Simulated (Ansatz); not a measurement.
**Stiffness of NaH from strained cells**

```xyz
2
Lattice="0.0000 2.4400 2.4400 2.4400 0.0000 2.4400 2.4400 2.4400 0.0000" Properties=species:S:1:pos:R:3 pbc="T T T"
Na    0.0000    0.0000    0.0000
H     2.4400    2.4400    2.4400
```

Atom numbers follow the list: Na1, H2.

The conventional cell has a = 4.880 Å, b = 4.880 Å, c = 4.880 Å, α = 90.00°, β = 90.00°, γ = 90.00°. Na (atom 1) has 6 H at 2.44 Å as nearest neighbours. Around H (atom 2) lie 6 Na at 2.44 Å.

The cell is COD entry 9008680, as deposited and not checked against the literature; nothing was relaxed.

The calculation used DFT, PBEsol, all-electron LAPW, scalar-relativistic (Ansatz 0.2.0).

Numerical set-up: a Γ-centred 9×9×9 k mesh, Fermi–Dirac smearing of 0.03 eV, basis error target 1 meV/atom, no spin polarisation.

The unstrained cell is at -1.19 GPa. Large strains and very small stresses are left out. Each strain is applied once, with fractional coordinates held (clamped ions), and σ below is the change of stress, positive in tension. One finite strain gives stress–strain coefficients at this pressure with an error of the order of the strain times third-order constants, a few per cent for each per cent of strain.

Task: Estimate the stiffness probed by this change, and the stress that it gives: equal xy, yz and zx engineering shear strains of -1 %.

Result: σxy = -0.21 GPa and γxy = 2εxy = -0.0100, so C44 (clamped ions) = σxy/γxy = 21 GPa.

Task: Estimate the stiffness probed by this change, and the stress that it gives: equal xy, yz and zx engineering shear strains of +1 %.

Result: σxy = 0.22 GPa and γxy = 2εxy = 0.0100, so C44 (clamped ions) = σxy/γxy = 22 GPa.

Task: The two estimates of C44 (clamped ions) differ. Why, and which value is best?

Result: Finite strains add third-order terms, which change sign with the strain; interpolating the two linearly to zero strain gives 21 GPa, the better value.
